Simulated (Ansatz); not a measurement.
Crystal: K.

```
K
1.0
    -2.69756    2.69756    2.69756
     2.69756   -2.69756    2.69756
     2.69756    2.69756   -2.69756
K
1
Direct
  0.00000 0.00000 0.00000
```

* Program: Ansatz 0.2.0
* Task: relaxation of cell and atoms
* Functional: PBE
* Potentials or basis: Ansatz PAW
* Cutoff: 420 eV (not typed: the program's choice for these potentials)
* k mesh: 7 × 7 × 7
* Occupations: fermi-dirac, width 0.05 eV
* Spin: no spin polarisation

At the start: volume 78.52 Å³/atom.

Q: How do energy, volume and symmetry change on relaxing?

A: It ends after 4 steps and the volume is 73.25 Å³/atom (-6.7 %); space group Im-3m (No. 229, to 0.05 Å).

Step by step:
| step | energy change (eV) | largest force (eV/Å) | volume (Å³) |
| --- | --- | --- | --- |
| 1 | 0.0000 | 0.0000 | 78.52 |
| 2 | -0.0006 | 0.0000 | 78.03 |
| 3 | -0.0032 | 0.0000 | 73.25 |
| 4 | -0.0032 | 0.0000 | 73.25 |

Final structure:
```
K
1.0
    -2.63582    2.63582    2.63582
     2.63582   -2.63582    2.63582
     2.63582    2.63582   -2.63582
K
1
Direct
  0.00000 0.00000 0.00000
```

Caveat: the plane-wave basis is chosen anew once the cell has moved, so the energies of steps on either side of that aren't comparable.
